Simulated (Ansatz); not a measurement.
# Band structure of Ta

```yaml
crystal:
  lattice:
    - [2.74173, 0.00000, 0.00000]
    - [0.00000, 2.74173, 0.00000]
    - [0.00000, 0.00000, 2.74173]
  atoms:
    - { symbol: Ta, position: [0.00000, 0.00000, 0.00000] }
```

The conventional cell has a = 2.742 Å, b = 2.742 Å, c = 2.742 Å, α = 90.00°, β = 90.00°, γ = 90.00°. Ta (atom 1) has 6 Ta at 2.74 Å as nearest neighbours.

The cell was built from the sc type and relaxed in the same program, and has space group Pm-3m; it needn't be a known or the stable phase.

Spin polarisation is left out, and whether a magnetic state lies lower isn't shown here.

Spin–orbit coupling is left out, though it moves levels of the heavy atoms by tenths of an eV or more.

Computed with DFT, PBE, all-electron LAPW, scalar-relativistic (Ansatz 0.2.0).

The runs use a Γ-centred 13×13×13 k mesh, Fermi–Dirac smearing of 0.03 eV, basis error target 0.5 meV/atom, no spin polarisation.

Points in fractions of the reciprocal vectors of this cell: Γ (0, 0, 0), X (0, 0.5, 0), M (0.5, 0.5, 0), R (0.5, 0.5, 0.5). The path joins them by straight lines in the order Γ–X–M–Γ–R–X–R–M; legs that retrace an earlier one aren't tabulated. Energies are in eV from the Fermi level.

Question: Is there a gap?

Answer: none: with an odd electron count and no spin polarisation the bands can't all be full, a metal in this set-up (spin order or a larger cell could open a gap).

Question: List the levels between -20 and 2.5 eV at the symmetry points.

Answer: 
Γ: -19.16 (×3), -19.15, -19.10 (×3), -7.22, -2.58 (×2)
X: -19.18 (×2), -19.16, -19.14 (×2), -19.08 (×2), -3.74, -1.62, 0.01, 2.43 (×2)
M: -19.18 (×2), -19.17, -19.13 (×2), -19.11, -19.07, -3.91, -1.39
R: -19.18, -19.14 (×3), -19.12 (×3), -2.27 (×3)
